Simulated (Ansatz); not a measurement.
# Rh: the cost of one run

Method: DFT PBE, scalar-relativistic, in Ansatz 0.2.0.

## (1) Starting point

It takes space group Fm-3m (No. 225, cubic). The conventional cell has a = 3.803 Å, b = 3.803 Å, c = 3.803 Å, α = 90.00°, β = 90.00°, γ = 90.00°. Rh (site symmetry m-3m) is surrounded by 12 Rh at 2.69 Å.

Coordinates:

```xyz
1
Lattice="0.0000 1.9016 1.9016 1.9015 0.0000 1.9016 1.9015 1.9016 0.0000" Properties=species:S:1:pos:R:3 pbc="T T T"
Rh    0.0000    0.0000    0.0000
```

## (2) After the deformation

Space group Fm-3m before, R-3m after.

## (3) LAPW, all electrons

Contents of input.yaml:

```yaml
crystal:
  lattice:
    - [-0.0190155, 1.89204225, 1.89204225]
    - [1.89204225, -0.0190155, 1.89204225]
    - [1.89204225, 1.89204225, -0.0190155]
  atoms:
    - { symbol: Rh, position: [0.0, 0.0, 0.0] }
kpoints:
  mp_grid: { grid: [16, 16, 16] }
  band_path:
    path:
      - [0.0, 0.0, 0.0]
      - [0.5, 0.5, 0.5]
      - [0.2525443832, 0.5, 0.7474556168]
      - [-0.2525443832, 0.2525443832, 0.5]
      - [0.0, 0.0, 0.5]
      - [0.0, 0.0, 0.0]
      - [-0.3762721916, 0.0, 0.3762721916]
      - [0.0, 0.3762721916, 0.6237278084]
      - [0.0, 0.5, 0.5]
    npoints: 5
scf:
  occupations: { method: fermi_dirac, width: 0.08 }
hamiltonian:
  xc: pbe
  pseudopotentials: { kind: all_electron, lapw: { basis_error: 0.001 } }
output:
  forces: true
  stress: true
  eigenvalues: true
```

On the command line:

```bash
> ansatz run input.yaml --threads 1 --pin off --max-ram 3072MiB --backend cpu --events-out ev --progress --plain --runs-dir out
```

Q: Estimate wall time and peak memory on 1 thread of Arm Neoverse V1, shared host.

About 42 s, with a peak of 0.55 GiB.
